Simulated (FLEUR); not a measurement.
The system is Na2S.

```
S Na
1.0
     0.00000    3.27350    3.27350
     3.27350    0.00000    3.27350
     3.27350    3.27350    0.00000
S Na
1 2
Direct
  0.00000 0.00000 0.00000
  0.75000 0.75000 0.75000
  0.25000 0.25000 0.25000
```

Base run:

- Program: FLEUR MaX-R8.1 (later development tree)
- Functional: r2SCAN
- Potentials or basis: all-electron
- Basis: FLAPW
- Kmax: 4.1 1/bohr
- k mesh: 7 × 7 × 7
- Occupations: fermi-dirac, width 0.05 eV
- Spin: no spin polarisation

Its results: band gap on the k mesh 2.92 eV, direct.

Question: The run is repeated on the same cell with these changes: functional from r2SCAN to LDA. What comes out?

Answer: Band gap on the k mesh 2.24 eV, direct.

r2SCAN gives the wider gap, since meta-GGAs in the generalised Kohn-Sham scheme recover part of the derivative discontinuity.

Caveats: the meta-GGA is that of a development version, with a GGA for the radial functions and cores and without core tails (some runs).

Not every run made on this cell is shown here.
